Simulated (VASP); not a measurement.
**KCl (strained zincblende): one PBE single-point calculation in two programs**

```cif
data_structure
_symmetry_space_group_name_H-M 'P 1'
_symmetry_Int_Tables_number 1
_cell_length_a 5.1584
_cell_length_b 5.1584
_cell_length_c 5.1584
_cell_angle_alpha 60.000
_cell_angle_beta 60.000
_cell_angle_gamma 60.000
_cell_volume 97.06
loop_
_atom_site_label
_atom_site_type_symbol
_atom_site_fract_x
_atom_site_fract_y
_atom_site_fract_z
_atom_site_occupancy
K1 K 0.00000 0.00000 0.00000 1
Cl1 Cl 0.25000 0.25000 0.25000 1
```

Datasets and cutoffs are each program's own. VASP's cell holds 16 valence electrons and Ansatz's 16. Ansatz's stress includes a Pulay correction; VASP's doesn't.

Cutoffs: 520 eV in VASP, 420 eV in Ansatz. k meshes: 6×6×6 and 6×6×6.

```tsv
	VASP	Ansatz
gap between bands v and c	4.53 eV	4.53 eV
least direct gap	4.55 eV	4.55 eV
pressure	-0.8 GPa	-0.8 GPa
```

Band v is the last that the valence electrons fill when counted band by band, and c is the next. Levels in eV from the top of v, Ansatz:

```json
{"point": "Γ", "v−1": "-0.02", "v": "-0.02", "c": "4.53", "c+1": "9.09"}
{"point": "X", "v−1": "-0.01", "v": "-0.01", "c": "6.52", "c+1": "7.46"}
{"point": "K", "v−1": "-0.09", "v": "0.00", "c": "6.70", "c+1": "7.49"}
{"point": "L", "v−1": "0.00", "v": "0.00", "c": "6.94", "c+1": "6.99"}
{"point": "W", "v−1": "-0.14", "v": "-0.01", "c": "6.72", "c+1": "7.46"}
```

VASP:

```csv
point,v−1,v,c,c+1
Γ,-0.02,-0.02,4.53,9.12
X,-0.01,-0.01,6.52,7.47
K,-0.10,0.00,6.70,7.50
L,0.00,0.00,6.94,6.99
W,-0.14,-0.01,6.72,7.47
```
